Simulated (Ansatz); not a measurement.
Input of an Ansatz 0.2.0 run:

Contents of input:

```
crystal:
  lattice:
    - [3.13193, 0.0, 0.0]
    - [0.0, 3.13193, 0.0]
    - [0.0, 0.0, 3.13193]
  atoms:
    - { symbol: Sn, position: [0.0, 0.0, 0.0] }
    - { symbol: O, position: [0.5, 0.5, 0.5] }
hamiltonian:
  xc: { exchange: pbe, correlation: pbe, exx: { coeff: 0.25, omega: 0.2 } }
  pseudopotentials: { kind: paw }
kpoints:
  mp_grid: { grid: [5, 5, 5] }
scf:
  occupations: { method: fermi_dirac, width: 0.05 }
output:
  forces: true
  stress: true
  eigenvalues: true
```

(1) Predict the pressure.

(2) What does it give for the band gap on the k mesh?

Results:

(1) -3.8 GPa.

(2) 1.98 eV, indirect (least direct gap 2.46 eV).

Caveat: odd divisions of the mesh miss points on the zone boundary, where band edges often lie, so the gap on the mesh can be too wide; the pressure holds a Pulay correction of +0.4 GPa for the finite cutoff; spin-orbit coupling is left out, which moves the levels of the heavy elements; the PAW data sets come from PBE, with cores solved anew for the run's functional, which leaves a small shift of forces and pressure; the thresholds are loose for stress.
